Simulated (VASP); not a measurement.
Wanted: the native input for a VASP 6.6.1 run.

| Item | Value |
| --- | --- |
| Task | single point |
| Functional | HSE06 |
| Potentials or basis | VASP PAW PBE potentials, release 64 (Mn_pv, O) |
| Cutoff | 450 eV |
| k mesh | 5 × 5 × 3 |
| Occupations | gaussian, width 0.05 eV |
| Spin | collinear spin, ferromagnetic start |
| Starting moments | [4.0, 4.0, 0.0, 0.0] μB |
| Grid for exact exchange (PRECFOCK) | Fast |
| Screening parameter | 0.2 1/A |
| Further INCAR settings | ALGO = Normal; EDIFF = 1e-07; NBANDS = 31 |

MnO:

```
CELL_PARAMETERS angstrom
3.37170 0.00000 0.00000
-1.68585 2.91998 0.00000
0.00000 0.00000 5.38550
ATOMIC_POSITIONS crystal
Mn 0.33333 0.66667 0.01096
Mn 0.66667 0.33333 0.51096
O 0.33333 0.66667 0.37547
O 0.66667 0.33333 0.87547
```

Measurements of this composition are mostly on another form, of space group No. 225.

The input as run:

POSCAR

```
MnO
1.0
    3.3717001900      0.0000000000      0.0000000000
   -1.6858500900      2.9199780200      0.0000000000
    0.0000000000      0.0000000000      5.3854988200
Mn O
2 2
Direct
    0.3333333333      0.6666666667      0.0109600000
    0.6666666667      0.3333333333      0.5109600000
    0.3333333333      0.6666666667      0.3754700000
    0.6666666667      0.3333333333      0.8754700000
```

INCAR.step1

```
SYSTEM = MnO
  ALGO = Normal
  EDIFF = 1E-5
  ENCUT = 450
  GGA = PE
  ISIF = 2
  ISMEAR = 0
  ISPIN = 2
  LASPH = .TRUE.
  LCHARG = .FALSE.
  LMAXMIX = 4
  LORBIT = 11
  LREAL = .FALSE.
  LWAVE = .TRUE.
  MAGMOM = 4 4 0 0
  NBANDS = 31
  NELM = 100
  PREC = Accurate
  SIGMA = 0.05
```

INCAR.step2

```
SYSTEM = MnO
  ALGO = Normal
  EDIFF = 1E-7
  ENCUT = 450
  GGA = PE
  HFSCREEN = 0.2
  ISIF = 2
  ISMEAR = 0
  ISPIN = 2
  ISTART = 1
  LASPH = .TRUE.
  LCHARG = .FALSE.
  LHFCALC = .TRUE.
  LMAXMIX = 4
  LORBIT = 11
  LREAL = .FALSE.
  LWAVE = .FALSE.
  MAGMOM = 4 4 0 0
  NBANDS = 31
  NELM = 100
  PREC = Accurate
  PRECFOCK = Fast
  SIGMA = 0.05
```

KPOINTS

```
k-points
0
G
  5 5 3
  0 0 0
```

Potentials or basis: VASP PAW PBE potentials, release 64 (Mn_pv, O).

Run with:

```bash
$ cat potpaw_PBE.64/Mn_pv/POTCAR potpaw_PBE.64/O/POTCAR > POTCAR
$ cp INCAR.step1 INCAR
$ mpirun -np 1 vasp_std > vasp.out
$ cp INCAR.step2 INCAR
$ mpirun -np 1 vasp_std > vasp.out
```

It gave:

| Item | Value |
| --- | --- |
| Largest force | 0.802 eV/Å |
| Band gap on the k mesh | 0.60 eV, direct |
| Net moment | 10.00 μB per cell |
| Site moments | Mn +4.54; O +0.16 μB |
| Valence electrons inside the program's atomic spheres | Mn 11.42; O 5.08 |

Caveat: the k mesh is coarse (spacing up to 0.43 Å⁻¹), so the values aren't converged, least of all with exact exchange; the PAW data sets were made with another functional, which shifts forces and pressure a little; only a ferromagnetic start was run, and an antiferromagnetic order may lie lower in energy.

Run time: 42 min on 1 thread of Intel(R) Xeon(R) 6975P-C (Granite Rapids), on a shared host, peak memory 0.29 GiB.
